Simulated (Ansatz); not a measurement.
## A decomposition energy, worked out: NaI4

Method: Ansatz, DFT PBE+D3(BJ), scalar-relativistic, plane waves, PAW. All cells share a 420 eV cutoff and Γ-centred k meshes spaced at most about 0.3 Å⁻¹ (about 0.25 or finer for metals, 2π included). No spin polarisation.

Energies over the elements count from the elements' standard structures at the same level, with no fitted energy shifts.

Temperature and zero-point effects are left out. Spin–orbit coupling, which can matter for I, is left out. In NaI4 P4/mmm an odd number of electrons in the primitive cell allows no gap without spin; a larger cell or a magnetic state could open one.

A trial structure of NaI4 (reached from: Na between sheets of the Se type, stage 2; relaxed: space group P4/mmm (No. 123), a = 4.768 Å, c = 8.700 Å) has a formation energy of -0.314 eV/atom. At its composition the lowest mixture among the elements and 1 reference phase computed alike (others may be missing) consists of these:

```json
{"phase": "I2 (solid)", "source": "element", "ΔE_f (eV/atom)": "0.000"}
{"phase": "NaI (Fm-3m)", "source": "Materials Project", "ΔE_f (eV/atom)": "-1.310"}
```

Q: Write the balanced decomposition and find its energy per atom, per formula unit and per mole of formula units.

A: Balancing Na and I gives 2 NaI4 → 3 I2 + 2 NaI. The left side holds 10 atoms, and the products take 6/10 (I2) and 4/10 (NaI) of them. The mixture therefore lies at 6/10 × (0.000) + 4/10 × (-1.310) = -0.524 eV/atom. The reaction energy is -0.524 − (-0.314) = -0.210 eV/atom. Times 5 atoms that is -1.050 eV per NaI4, and times 96.485 it is -101 kJ per mole of NaI4. Decomposition is downhill, so the trial structure is unstable against this mixture.
